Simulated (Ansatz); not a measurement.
**The polar optical mode of ZnS at 25 GPa, worked through**

All numbers below come from DFT PBEsol, scalar-relativistic, plane waves, PAW (Ansatz). Cutoff 420 eV, 10×10×10 k-points (Γ-centred), fixed occupations. No spin polarisation. Phonons by linear response, acoustic sum rule imposed.

The cell, relaxed at 25 GPa:
```cif
data_structure
_symmetry_space_group_name_H-M 'F-43m'
_symmetry_Int_Tables_number 216
_cell_length_a 5.0074
_cell_length_b 5.0074
_cell_length_c 5.0074
_cell_angle_alpha 90.000
_cell_angle_beta 90.000
_cell_angle_gamma 90.000
_cell_volume 125.55
loop_
_atom_site_label
_atom_site_type_symbol
_atom_site_symmetry_multiplicity
_atom_site_Wyckoff_symbol
_atom_site_fract_x
_atom_site_fract_y
_atom_site_fract_z
_atom_site_occupancy
Zn1 Zn 4 a 0.00000 0.00000 0.00000 1
S1 S 4 c 0.25000 0.25000 0.25000 1
```

The real crystal has changed phase below this pressure.

Linear response gives ν_TO = 387.3 cm⁻¹, Born charges ±1.652 e (positive on Zn) and ε∞ = 6.234. The primitive cell holds 31.389 Å³, and the masses are 65.380 and 32.060 amu.

**Question.** Find ν_LO and the static dielectric constant.

**Answer.** The long-wave field adds a restoring force: ω_LO² − ω_TO² = Z*²e²/(ε_vac ε∞ μV). In these units ν_LO² − ν_TO² = 4.92064×10⁷ Z*²/(μ V ε∞) cm⁻², with μ = m₁m₂/(m₁ + m₂) = 21.512 amu: 31900 cm⁻². So ν_LO = √(387.3² + 31900) = 426.5 cm⁻¹, and the run gives 426.5. Lyddane–Sachs–Teller then gives ε0 = ε∞ (ν_LO/ν_TO)² = 7.56, against 7.56 in the run (it forms both from the same three quantities, so the match checks the arithmetic only). Between ν_TO and ν_LO the dielectric function is negative and an undamped crystal reflects fully: a reststrahlen band from 23.4 to 25.8 μm.

**Question.** What do the Clausius–Mossotti polarisability and the Szigeti charge come to?

**Answer.** With the Lorentz local field, α = (3V/4π)(ε∞ − 1)/(ε∞ + 2) = 4.76 Å³ for the pair, and e_S = 3Z*/(ε∞ + 2) = 0.60 e. The Born charge includes the electrons' response to the dipole's own local field, and e_S takes that enhancement out. The Lorentz field assumes point-like polarisable ions, a poor picture once ε∞ is this large, since the electron clouds then overlap or are shared, so both numbers are formal here.

**Question.** How strongly does a slow electron couple to the LO mode?

**Answer.** For one isotropic parabolic band, Fröhlich's constant is α_F = (1/ε∞ − 1/ε0) √(m* Ry/ħω_LO), with Ry = 13.606 eV, ħω_LO = 52.9 meV and m* in free-electron masses: α_F = 0.0281 × 16.04 × √m* = 0.45 √m*. The band mass isn't part of this run; for m* = 0.1, 0.3 and 1 it gives 0.14, 0.25, 0.45. In weak coupling the polaron lies α_F ħω_LO below the band edge (13 meV at m* = 0.3) with a mass m*(1 + α_F/6); past α_F of about 5 or 6 that expansion fails. A semilocal functional's ε∞ tends to be too large, which taken alone lowers α_F.

Cost: 1 run of about 1 core-minutes, on Intel Xeon Processor @ 2.70GHz (shared hosts).

The splitting between 387.3 and 426.5 cm⁻¹ is modest because most of the LO restoring force is already present in the TO mode, where short-range bond forces resist the displacement of Zn against S. The long-range field adds the smaller part: the Born charge is moderate, as expected for a polar covalent bond between Zn 4s/4p and S 3p states, and the valence electrons screen the field efficiently. For the same reason the lattice raises the dielectric constant only from 6.234 to 7.56, and this small ionic share, together with the stiff LO mode, keeps the Fröhlich coupling weak for all the masses tried.

That supports a large, lightly dressed electron polaron rather than self-trapping by the polar mode. It doesn't carry over directly to holes, whose degenerate, warped bands need a multiband treatment. The real TO frequency shows that the lattice resists this zone-centre displacement, but leaves open whether acoustic or zone-boundary modes soften at this pressure.
